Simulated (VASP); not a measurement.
Crystal: PbSe.

```xyz
2
Lattice="3.7843 0.0000 0.0000 0.0000 3.7843 0.0000 0.0000 0.0000 3.7843" Properties=species:S:1:pos:R:3 pbc="T T T"
Pb    0.0000    0.0000    0.0000
Se    1.8922    1.8922    1.8922
```

Measurements of this composition are mostly on another form, of space group No. 225.

Program: VASP 6.6.1. Alike in all runs: task single point; level PBE; potentials or basis VASP PAW PBE potentials, release 64 (Pb_d_GW, Se_GW); no spin polarisation; cell as given; smearing gaussian 0.02 eV.

Task: Order these runs on this cell by their band gap on the k mesh, lowest first.
A. k mesh 4 × 4 × 4; cutoff (eV) 500; further INCAR settings ALGO = Normal; EDIFF = 1e-06; mesh quality coarse
B. k mesh 5 × 5 × 5; cutoff (eV) 450; further INCAR settings ALGO = Normal; EDIFF = 1e-07; mesh quality not flagged
C. k mesh 3 × 3 × 3; cutoff (eV) 500; further INCAR settings ALGO = Normal; EDIFF = 1e-06; mesh quality coarse

Result: A (metal), B (0.22 eV), C (1.48 eV).

Caveats: some runs use coarse meshes; spin-orbit coupling is left out, which as a rule narrows the gap of such compounds by several tenths of an eV (some runs); an odd mesh through Γ misses points on the zone boundary, where band edges often lie (some runs).

A k mesh can miss the band edges, odd and even meshes differently.
